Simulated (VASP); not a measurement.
# Si2Mo (I4/mmm) in VASP: settings compared, part 2 of 2

VASP 6.6.1. Earlier steps stand in the parts before.

## 4. Equation of state, PBEsol, 13.15 Å³/atom (volume scaled by 0.98)

Contents of INCAR:

```
SYSTEM = Si2Mo
PREC = Accurate
ENCUT = 520
EDIFF = 1E-7
ISMEAR = -1
SIGMA = 0.05
LREAL = .False.
LASPH = .True.
NELM = 80
ALGO = Normal
ISIF = 2
LWAVE = .False.
LCHARG = .False.
GGA = PS
NBANDS = 18
```

Contents of KPOINTS:

```
regular mesh
0
Gamma
  12 12 12
  0 0 0
```

Contents of POSCAR:

```
Si2Mo
1.0
   -1.5892614214      1.5892614214      3.9041200105
    1.5892614214     -1.5892614214      3.9041200105
    1.5892614214      1.5892614214     -3.9041200105
Mo Si
1 2
Direct
    0.0000000000      0.0000000000      0.0000000000
    0.6670000000      0.6670000000      0.0000000000
    0.3330000000      0.3330000000      0.0000000000
```

On the command line:

```console
$ cat potpaw_PBE.64/Mo_sv/POTCAR potpaw_PBE.64/Si/POTCAR > POTCAR
$ mpirun -np 1 vasp_std > vasp.out
```

Run time: 69 s. Hardware: 1 thread of Intel Xeon 6975P-C (Granite Rapids), shared host; peak memory 0.27 GiB.

It converged, with:

```yaml
Free_energy: -25.0723 eV
Pressure: 2.1 GPa
Largest_force: 0.291 eV/Å
Band_gap_on_the_k_mesh: none (metal or under the smearing width)
```

Caveat: the PAW data sets were made with another functional, which shifts forces and pressure a little.

## 5. Equation of state, PBEsol, 13.68 Å³/atom (volume scaled by 1.02)

INCAR is that of step 4.

KPOINTS is that of step 4.

Contents of POSCAR:

```
Si2Mo
1.0
   -1.6105963353      1.6105963353      3.9565305599
    1.6105963353     -1.6105963353      3.9565305599
    1.6105963353      1.6105963353     -3.9565305599
Mo Si
1 2
Direct
    0.0000000000      0.0000000000      0.0000000000
    0.6670000000      0.6670000000      0.0000000000
    0.3330000000      0.3330000000      0.0000000000
```

On the command line:

```console
$ cat potpaw_PBE.64/Mo_sv/POTCAR potpaw_PBE.64/Si/POTCAR > POTCAR
$ mpirun -np 1 vasp_std > vasp.out
```

Run time: 67 s. Hardware: 1 thread of Intel Xeon 6975P-C (Granite Rapids), shared host; peak memory 0.28 GiB.

Results (log left out):

| Property | Result |
| --- | --- |
| Free energy | -25.0497 eV |
| Pressure | -6.4 GPa |
| Largest force | 0.351 eV/Å |
| Band gap on the k mesh | none (metal or under the smearing width) |

Caveat: the PAW data sets were made with another functional, which shifts forces and pressure a little.

## 6. Equation of state, PBEsol, 13.95 Å³/atom (volume scaled by 1.04)

INCAR is that of step 5.

KPOINTS is that of step 5.

Contents of POSCAR:

```
Si2Mo
1.0
   -1.6210550461      1.6210550461      3.9822230367
    1.6210550461     -1.6210550461      3.9822230367
    1.6210550461      1.6210550461     -3.9822230367
Mo Si
1 2
Direct
    0.0000000000      0.0000000000      0.0000000000
    0.6670000000      0.6670000000      0.0000000000
    0.3330000000      0.3330000000      0.0000000000
```

Potentials or basis: VASP PAW PBE potentials, release 64 (Mo_sv, Si).

On the command line:

```console
$ cat potpaw_PBE.64/Mo_sv/POTCAR potpaw_PBE.64/Si/POTCAR > POTCAR
$ mpirun -np 1 vasp_std > vasp.out
```

Wall time 70 s (1 thread of Intel Xeon 6975P-C (Granite Rapids), shared host); peak memory 0.27 GiB.

The run converged. Its results:

```yaml
Free_energy: -25.0085 eV
Pressure: -10.0 GPa
Largest_force: 0.379 eV/Å
Band_gap_on_the_k_mesh: none (metal or under the smearing width)
```

Caveat: the PAW data sets were made with another functional, which shifts forces and pressure a little.

## 7. Equation of state, PBEsol, 14.22 Å³/atom (volume scaled by 1.06)

INCAR is that of step 6.

KPOINTS is that of step 6.

Contents of POSCAR:

```
Si2Mo
1.0
   -1.6313805159      1.6313805159      4.0075881985
    1.6313805159     -1.6313805159      4.0075881985
    1.6313805159      1.6313805159     -4.0075881985
Mo Si
1 2
Direct
    0.0000000000      0.0000000000      0.0000000000
    0.6670000000      0.6670000000      0.0000000000
    0.3330000000      0.3330000000      0.0000000000
```

On the command line:

```console
$ cat potpaw_PBE.64/Mo_sv/POTCAR potpaw_PBE.64/Si/POTCAR > POTCAR
$ mpirun -np 1 vasp_std > vasp.out
```

It took 69 s on 1 thread of Intel Xeon 6975P-C (Granite Rapids), shared host; peak memory 0.28 GiB.

Results (log left out):

```yaml
Free_energy: -24.9503 eV
Pressure: -13.2 GPa
Largest_force: 0.404 eV/Å
Band_gap_on_the_k_mesh: none (metal or under the smearing width)
```

Caveat: the PAW data sets were made with another functional, which shifts forces and pressure a little.

## 8. Equation of state, PBEsol

Potentials or basis: VASP PAW PBE potentials, release 64 (Mo_sv, Si).

This step only gathers the single runs of the series.

What came out:

```
Equilibrium volume                        : 13.27 Å³/atom
Bulk modulus at fixed shape and positions : 222 GPa
Pressure derivative of the bulk modulus   : 4.4
```

Energy against volume, from the lowest point:
| volume (Å³/atom) | energy (meV/atom) |
| --- | --- |
| 12.611 | 24.28 |
| 12.879 | 7.71 |
| 13.148 | 0.00 |
| 13.416 | 0.22 |
| 13.684 | 7.56 |
| 13.953 | 21.27 |
| 14.221 | 40.69 |

Caveat: the cell was scaled at fixed shape and fractional positions, which overstates the stiffness of a crystal with free parameters, most of all of layers and chains; the PAW data sets were made with another functional, which shifts forces and pressure a little.

## 9. Equation of state, PBE, 12.61 Å³/atom (volume scaled by 0.94)

Contents of INCAR:

```
PREC = Accurate ; ENCUT = 520
EDIFF = 1E-7 ; ISMEAR = -1
SIGMA = 0.05 ; LREAL = F
LASPH = T ; NELM = 60
ALGO = Normal ; ISIF = 2
LWAVE = F ; LCHARG = F
GGA = PE ; NBANDS = 18
```

Contents of KPOINTS:

```
regular mesh
0
Gamma
  12 12 12
```

Contents of POSCAR:

```
Si2Mo
1.0
   -1.5673377739      1.5673377739      3.8502632003
    1.5673377739     -1.5673377739      3.8502632003
    1.5673377739      1.5673377739     -3.8502632003
Mo Si
1 2
Direct
    0.0000000000      0.0000000000      0.0000000000
    0.6670000000      0.6670000000      0.0000000000
    0.3330000000      0.3330000000      0.0000000000
```

Potentials or basis: VASP PAW PBE potentials, release 64 (Mo_sv, Si).

On the command line:

```console
$ cat potpaw_PBE.64/Mo_sv/POTCAR potpaw_PBE.64/Si/POTCAR > POTCAR
$ mpirun -np 1 vasp_std > vasp.out
```

Run time: 2.1 min. Hardware: 1 thread of Intel Xeon Platinum 8488C (Sapphire Rapids), shared host; peak memory 0.26 GiB.

Results (log left out):

```yaml
Free_energy: -23.1062 eV
Pressure: 17.9 GPa
Largest_force: 0.170 eV/Å
Band_gap_on_the_k_mesh: none (metal or under the smearing width)
```

## 10. Equation of state, PBE, 12.88 Å³/atom (volume scaled by 0.96)

Contents of INCAR:

```
ALGO = Normal
EDIFF = 1E-7
ENCUT = 520
GGA = PE
ISIF = 2
ISMEAR = -1
LASPH = T
LCHARG = F
LREAL = F
LWAVE = F
NBANDS = 18
NELM = 80
PREC = Accurate
SIGMA = 0.05
```

Contents of KPOINTS:

```
k-points
0
Gamma
  12 12 12
```

Contents of POSCAR:

```
Si2Mo
1.0
   -1.5783757276      1.5783757276      3.8773786233
    1.5783757276     -1.5783757276      3.8773786233
    1.5783757276      1.5783757276     -3.8773786233
Mo Si
1 2
Direct
    0.0000000000      0.0000000000      0.0000000000
    0.6670000000      0.6670000000      0.0000000000
    0.3330000000      0.3330000000      0.0000000000
```

On the command line:

```console
$ cat potpaw_PBE.64/Mo_sv/POTCAR potpaw_PBE.64/Si/POTCAR > POTCAR
$ mpirun -np 1 vasp_std > vasp.out
```

It took 2.3 min on 1 thread of Intel Xeon Platinum 8488C (Sapphire Rapids), shared host; peak memory 0.26 GiB.

The run converged. Its results:

```
Free energy            : -23.1816 eV
Pressure               : 12.2 GPa
Largest force          : 0.207 eV/Å
Band gap on the k mesh : none (metal or under the smearing width)
```

## 11. Equation of state, PBE, 13.15 Å³/atom (volume scaled by 0.98)

Contents of INCAR:

```
PREC = Accurate ; ENCUT = 520
EDIFF = 1E-7 ; ISMEAR = -1
SIGMA = 0.05 ; LREAL = False
LASPH = True ; NELM = 60
ALGO = Normal ; ISIF = 2
LWAVE = False ; LCHARG = False
GGA = PE ; NBANDS = 18
```

Contents of KPOINTS:

```
Automatic mesh
0
Gamma
  12 12 12
```

Contents of POSCAR:

```
Si2Mo
1.0
   -1.5892614214      1.5892614214      3.9041200105
    1.5892614214     -1.5892614214      3.9041200105
    1.5892614214      1.5892614214     -3.9041200105
Mo Si
1 2
Direct
    0.0000000000      0.0000000000      0.0000000000
    0.6670000000      0.6670000000      0.0000000000
    0.3330000000      0.3330000000      0.0000000000
```

On the command line:

```console
$ cat potpaw_PBE.64/Mo_sv/POTCAR potpaw_PBE.64/Si/POTCAR > POTCAR
$ mpirun -np 1 vasp_std > vasp.out
```

It took 2.4 min on 1 thread of Intel Xeon Platinum 8488C (Sapphire Rapids), shared host; peak memory 0.27 GiB.

The run converged. Its results:

```yaml
Free_energy: -23.2297 eV
Pressure: 7.0 GPa
Largest_force: 0.242 eV/Å
Band_gap_on_the_k_mesh: none (metal or under the smearing width)
```

## 12. Equation of state, PBE, 13.68 Å³/atom (volume scaled by 1.02)

Contents of INCAR:

```
SYSTEM = Si2Mo
ALGO     = Normal         ! electronic algorithm
EDIFF    = 1E-7           ! SCF threshold, eV
ENCUT    = 520            ! plane-wave cutoff, eV
GGA      = PE             ! functional
ISIF     = 2              ! what is computed and relaxed
ISMEAR   = -1             ! smearing method
LASPH    = .TRUE.         ! aspherical terms in the spheres
LCHARG   = .FALSE.        ! write CHGCAR
LREAL    = .FALSE.        ! projectors in reciprocal space
LWAVE    = .FALSE.        ! write WAVECAR
NBANDS   = 18             ! bands
NELM     = 80             ! most SCF steps
PREC     = Accurate       ! precision mode
SIGMA    = 0.05           ! smearing width, eV
```

Contents of KPOINTS:

```
k-points
0
G
  12 12 12
  0 0 0
```

Contents of POSCAR:

```
Si2Mo
1.0
   -1.6105963353      1.6105963353      3.9565305599
    1.6105963353     -1.6105963353      3.9565305599
    1.6105963353      1.6105963353     -3.9565305599
Mo Si
1 2
Direct
    0.0000000000      0.0000000000      0.0000000000
    0.6670000000      0.6670000000      0.0000000000
    0.3330000000      0.3330000000      0.0000000000
```

Potentials or basis: VASP PAW PBE potentials, release 64 (Mo_sv, Si).

On the command line:

```console
$ cat potpaw_PBE.64/Mo_sv/POTCAR potpaw_PBE.64/Si/POTCAR > POTCAR
$ mpirun -np 1 vasp_std > vasp.out
```

It took 2.2 min on 1 thread of Intel Xeon Platinum 8488C (Sapphire Rapids), shared host; peak memory 0.28 GiB.

Results (log left out):

```yaml
Free_energy: -23.2550 eV
Pressure: -1.7 GPa
Largest_force: 0.305 eV/Å
Band_gap_on_the_k_mesh: none (metal or under the smearing width)
```

## 13. Equation of state, PBE, 13.95 Å³/atom (volume scaled by 1.04)

Contents of INCAR:

```
ALGO = Normal
EDIFF = 1E-7
ENCUT = 520
GGA = PE
ISIF = 2
ISMEAR = -1
LASPH = T
LCHARG = F
LREAL = F
LWAVE = F
NBANDS = 18
NELM = 80
PREC = Accurate
SIGMA = 0.05
```

Contents of KPOINTS:

```
k-points
0
Gamma
  12 12 12
```

Contents of POSCAR:

```
Si2Mo
1.0
   -1.6210550461      1.6210550461      3.9822230367
    1.6210550461     -1.6210550461      3.9822230367
    1.6210550461      1.6210550461     -3.9822230367
Mo Si
1 2
Direct
    0.0000000000      0.0000000000      0.0000000000
    0.6670000000      0.6670000000      0.0000000000
    0.3330000000      0.3330000000      0.0000000000
```

On the command line:

```console
$ cat potpaw_PBE.64/Mo_sv/POTCAR potpaw_PBE.64/Si/POTCAR > POTCAR
$ mpirun -np 1 vasp_std > vasp.out
```

Run time: 2.3 min. Hardware: 1 thread of Intel Xeon Platinum 8488C (Sapphire Rapids), shared host; peak memory 0.27 GiB.

The run converged. Its results:

- Free energy: -23.2368 eV
- Pressure: -5.5 GPa
- Largest force: 0.334 eV/Å
- Band gap on the k mesh: none (metal or under the smearing width)

## 14. Equation of state, PBE, 14.22 Å³/atom (volume scaled by 1.06)

Contents of INCAR:

```
PREC = Accurate ; ENCUT = 520
EDIFF = 1E-7 ; ISMEAR = -1
SIGMA = 0.05 ; LREAL = False
LASPH = True ; NELM = 60
ALGO = Normal ; ISIF = 2
LWAVE = False ; LCHARG = False
GGA = PE ; NBANDS = 18
```

Contents of KPOINTS:

```
Automatic mesh
0
Gamma
  12 12 12
```

Contents of POSCAR:

```
Si2Mo
1.0
   -1.6313805159      1.6313805159      4.0075881985
    1.6313805159     -1.6313805159      4.0075881985
    1.6313805159      1.6313805159     -4.0075881985
Mo Si
1 2
Direct
    0.0000000000      0.0000000000      0.0000000000
    0.6670000000      0.6670000000      0.0000000000
    0.3330000000      0.3330000000      0.0000000000
```

On the command line:

```console
$ cat potpaw_PBE.64/Mo_sv/POTCAR potpaw_PBE.64/Si/POTCAR > POTCAR
$ mpirun -np 1 vasp_std > vasp.out
```

Run time: 2.4 min. Hardware: 1 thread of Intel Xeon Platinum 8488C (Sapphire Rapids), shared host; peak memory 0.27 GiB.

The run converged. Its results:

```yaml
Free_energy: -23.2010 eV
Pressure: -8.8 GPa
Largest_force: 0.360 eV/Å
Band_gap_on_the_k_mesh: none (metal or under the smearing width)
```

## 15. Equation of state, PBE

Potentials or basis: VASP PAW PBE potentials, release 64 (Mo_sv, Si).

No new run: the results of the series are fitted here.

Results:

```
Equilibrium volume                        : 13.57 Å³/atom
Bulk modulus at fixed shape and positions : 208 GPa
Pressure derivative of the bulk modulus   : 4.4
```

Energy against volume, from the lowest point:
```
volume (Å³/atom)  energy (meV/atom)
          12.611              49.59
          12.879              24.46
          13.148               8.42
          13.416               0.54
          13.684               0.00
          13.953               6.04
          14.221              17.98
```

Caveat: the cell was scaled at fixed shape and fractional positions, which overstates the stiffness of a crystal with free parameters, most of all of layers and chains.
